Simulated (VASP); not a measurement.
HN2F, 20 atoms in the cell. The cell holds a amorphous, 20 atoms: a = 7.969 Å, b = 7.969 Å, c = 7.969 Å, α = 90.00°, β = 90.00°, γ = 90.00°. The cell was built by a generator and needn't be a form met in nature.

```yaml
Program: VASP 6.6.1
Task: single point
Functional: PBE
Dispersion: D3(BJ)
Potentials_or_basis: VASP PAW PBE potentials, release 64 (N, F, H)
Cutoff: 520 eV
k_mesh: 1 × 1 × 1
Occupations: fermi-dirac, width 0.02 eV
Spin: no spin polarisation
Dipole_correction: no
Further_INCAR_settings: LREAL = Auto; ALGO = Normal; EDIFF = 1e-06; NBANDS = 61
```

Potentials or basis: VASP PAW PBE potentials, release 64 (N, F, H).

Run with:

```sh
$ cat potpaw_PBE.64/N/POTCAR potpaw_PBE.64/F/POTCAR potpaw_PBE.64/H/POTCAR > POTCAR
$ mpirun -np 1 vasp_gam > vasp.out
```

Hardware: 1 thread of Intel(R) Xeon(R) Platinum 8488C (Sapphire Rapids), with other jobs on the host.

Task: How long does it take, and how much memory?

Result: It took 42 s on 1 thread of Intel(R) Xeon(R) Platinum 8488C (Sapphire Rapids) (shared host), peak memory 0.43 GiB. Counts: scf iterations 17, k points 1.
